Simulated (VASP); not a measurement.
Wanted: the native input for a VASP 6.6.1 run.

| Quantity | Value |
| --- | --- |
| Task | band structure |
| Functional | PBE |
| Potentials or basis | VASP PAW PBE potentials, release 64 (Ca_sv, S) |
| Cutoff | 700 eV |
| k mesh | 8 × 8 × 8 |
| Occupations | gaussian, width 0.02 eV |
| Spin | no spin polarisation |
| Further INCAR settings | ALGO = Fast; EDIFF = 1e-06; NBANDS = 15 |

The structure of CaS lies in POSCAR:

```
CaS                                     
1.0
   -0.0000000000      2.8591058726      2.8591058726
    2.8591058726      0.0000000000      2.8591058726
    2.8591058726      2.8591058726     -0.0000000000
  Ca              S             
     1     1
Direct
     0.0000000000000000    0.0000000000000000    0.0000000000000000
     0.5000000000000000    0.5000000000000000    0.5000000000000000
```

The cell was built by a generator and needn't be a form met in nature.

One way to write it, as run:

INCAR

```
ALGO = Fast
EDIFF = 1E-6
ENCUT = 700
GGA = PE
ISIF = 2
ISMEAR = 0
LASPH = T
LCHARG = F
LREAL = F
LWAVE = F
NBANDS = 15
NELM = 60
PREC = Accurate
SIGMA = 0.02
```

KPOINTS

```
k-points
0
Gamma
  8 8 8
```

KPOINTS_OPT

```
path GXWKGLUWLK,UX
20
line-mode
reciprocal
 0.0000000000  0.0000000000  0.0000000000  G
 0.5000000000  0.0000000000  0.5000000000  X

 0.5000000000  0.0000000000  0.5000000000  X
 0.5000000000  0.2500000000  0.7500000000  W

 0.5000000000  0.2500000000  0.7500000000  W
 0.3750000000  0.3750000000  0.7500000000  K

 0.3750000000  0.3750000000  0.7500000000  K
 0.0000000000  0.0000000000  0.0000000000  G

 0.0000000000  0.0000000000  0.0000000000  G
 0.5000000000  0.5000000000  0.5000000000  L

 0.5000000000  0.5000000000  0.5000000000  L
 0.6250000000  0.2500000000  0.6250000000  U

 0.6250000000  0.2500000000  0.6250000000  U
 0.5000000000  0.2500000000  0.7500000000  W

 0.5000000000  0.2500000000  0.7500000000  W
 0.5000000000  0.5000000000  0.5000000000  L

 0.5000000000  0.5000000000  0.5000000000  L
 0.3750000000  0.3750000000  0.7500000000  K

 0.6250000000  0.2500000000  0.6250000000  U
 0.5000000000  0.0000000000  0.5000000000  X
```

Potentials or basis: VASP PAW PBE potentials, release 64 (Ca_sv, S).

Command:

```console
$ cat potpaw_PBE.64/Ca_sv/POTCAR potpaw_PBE.64/S/POTCAR > POTCAR
$ mpirun -np 1 vasp_std > vasp.out
```

It gave:

The pressure is 0.0 GPa and the band gap on the k mesh is 2.38 eV, indirect (least direct gap 3.18 eV). The band gap along the path is 2.38 eV, indirect (least direct gap 3.18 eV).

Run time: 59 s on 1 thread of Intel(R) Xeon(R) 6975P-C (Granite Rapids) (shared host), peak memory 0.23 GiB.
